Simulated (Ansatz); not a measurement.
Runs of Ansatz 0.2.0 on CaSe. The structure is cubic, space group Fm-3m (No. 225). The conventional cell has a = 5.912 Å, b = 5.912 Å, c = 5.912 Å, α = 90.00°, β = 90.00°, γ = 90.00°. Se (site symmetry m-3m) is surrounded by 6 Ca at 2.96 Å. Ca (site symmetry m-3m) is surrounded by 6 Se at 2.96 Å. 

```csv
potentials or basis,spin,k mesh,cutoff (eV),basis error allowed,gap on the mesh (eV),pressure (GPa)
"all-electron LAPW, non-relativistic",off,8 × 8 × 8,170,0.001 eV/atom,(a),-0.8
all-electron PAW datasets made for the crystal,off,8 × 8 × 8,220,-,1.93,-1.1
"all-electron LAPW, inner shells corrected to Dirac's equation",off,8 × 8 × 8,171,0.001 eV/atom,1.93,-1.1
"all-electron LAPW, scalar-relativistic",off,8 × 8 × 8,171,0.001 eV/atom,1.93,-1.1
"all-electron LAPW, relativistic spinors","SOC, no magnetisation",6 × 6 × 6,171,0.001 eV/atom,1.80,-1.1
"all-electron LAPW, scalar-relativistic",off,6 × 6 × 6,171,0.001 eV/atom,1.93,-1.1
```

Alike in all rows: task band structure; level PBEsol; cell as given; smearing fermi-dirac 0.05 eV.

Task: Fill in the values left out.

Result: (a) 1.91.

Caveats: relativity is left out, which matters for the heavier elements (some runs).

A k mesh can miss the band edges, and rows without SOC leave out spin-orbit coupling on Se.

The runs don't all hold the same shells in valence.
